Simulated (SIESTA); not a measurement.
The system is As.

```
As
1.0
     1.88080    1.08588    3.51406
    -1.88080    1.08588    3.51406
     0.00000   -2.17176    3.51406
As
2
Cartesian
  0.0000 0.0000 2.3825
  0.0000 0.0000 8.1597
```

Base run:

| Item | Value |
| --- | --- |
| Program | SIESTA 5.4.2 |
| Functional | PBEsol |
| Potentials or basis | PseudoDojo 0.4 standard (PBEsol files) |
| Basis | DZP (energy shift 0.003 Ry; two zetas on semicore shells) |
| Grid cutoff | 500 Ry |
| Energy shift | 0.003 Ry |
| k mesh | 9 × 9 × 9 |
| Occupations | fermi-dirac, width 0.05 eV |
| Spin | no spin polarisation |

Its results: band gap on the k mesh none (metal or under the smearing width); pressure 2.4 GPa; largest force 0.817 eV/Å.

Q: The run is repeated on the same cell with these changes: functional from PBEsol to PBE; potentials or basis from PseudoDojo 0.4 standard (PBEsol files) to PseudoDojo 0.4 standard (PBE files). What comes out?

A: Band gap on the k mesh none (metal or under the smearing width); pressure 6.0 GPa; largest force 0.877 eV/Å.

Caveats: the basis of atomic orbitals isn't converged, which shifts pressures, moduli and gaps; the basis holds too few empty states to meet the f-sum rule, so the spectrum is short of weight at high energy (some runs).
